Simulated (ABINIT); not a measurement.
Crystal: PbSe (Clausthalite).

```
Pb Se
1.0
     0.00000    3.06065    3.06065
     3.06065    0.00000    3.06065
     3.06065    3.06065    0.00000
Pb Se
1 1
Cartesian
  0.0000 0.0000 0.0000
  3.0606 3.0606 3.0606
```

Base run:

| Item | Value |
| --- | --- |
| Program | ABINIT 10.8.3 (patched build) |
| Functional | PBE |
| Potentials or basis | JTH PAW PBE v2.0 sp |
| Cutoff | 408 eV |
| k mesh | 8 × 8 × 8 |
| Occupations | fermi-dirac, width 0.05 eV |
| Spin | no spin polarisation |

Its results: band gap on the k mesh 0.31 eV, direct; pressure 2.4 GPa.

**Question.** After a change of settings the same cell gave: band gap on the k mesh 0.40 eV, direct; pressure 4.2 GPa. Which change was it?
A. functional from PBE to PBEsol
B. functional from PBE to RPBE
C. spin from no spin polarisation to spin-orbit coupling, no magnetisation
D. functional from PBE to PW91

**Answer.** B.

RPBE binds less tightly than PBE, so the same cell stands under more pressure.

Caveats: spin-orbit coupling is left out, which as a rule narrows the gap of such compounds by several tenths of an eV; this set keeps more shells in the core, which shifts pressures and gaps; the PAW data sets were made with another functional, which shifts forces and pressure a little (some runs).

Not every run made on this cell is shown here.
